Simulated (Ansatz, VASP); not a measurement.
## Pd in VASP and in Ansatz

```xyz
2
Lattice="0.0000 2.9437 2.9437 2.9437 0.0000 2.9437 2.9437 2.9437 0.0000" Properties=species:S:1:pos:R:3 pbc="T T T"
Pd    0.7359    0.7359    0.7359
Pd    5.1514    5.1514    5.1514
```

Alike in both runs: task single point; functional PBE; k mesh 11 × 11 × 11; occupations fermi-dirac, width 0.1 eV; no spin polarisation.

|  | VASP | Ansatz |
| --- | --- | --- |
| version | VASP 6.6.1 | Ansatz 0.2.0 |
| potentials or method | VASP PAW PBE potentials, release 64 (Pd) | plane waves (420 eV) with PAW, scalar-relativistic |
| plane-wave cutoff (eV) | 520 | 420 |
| valence electrons in the cell | 20 | 36 |

Ansatz gave:

```
pressure (GPa) : -2.3
```

Task: What did VASP give for the same quantities?

Result: Pressure (GPa): -2.5.

The two sets of potentials don't hold the same shells in valence.
